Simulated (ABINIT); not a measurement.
In:

```
In
1.0
    -1.88253    1.88253    1.88253
     1.88253   -1.88253    1.88253
     1.88253    1.88253   -1.88253
In
1
Direct
  0.00000 0.00000 0.00000
```

This isn't the form of In at room conditions, which is tetragonal.

Base run:

| Quantity | Value |
| --- | --- |
| Program | ABINIT 10.8.3 (patched build) |
| Functional | RPBE |
| Potentials or basis | JTH PAW PBE v2.0 |
| Cutoff | 707 eV |
| k mesh | 10 × 10 × 10 |
| Occupations | fermi-dirac, width 0.05 eV |
| Spin | no spin polarisation |

Its results: band gap on the k mesh none (metal or under the smearing width); pressure 2.6 GPa.

Task: The run is repeated on the same cell with these changes: functional from RPBE to WC. What comes out?

Result: Band gap on the k mesh none (metal or under the smearing width); pressure -1.7 GPa.

WC binds more tightly than RPBE, so the same cell stands under less pressure.

Caveats: the PAW data sets were made with another functional, which shifts forces and pressure a little.
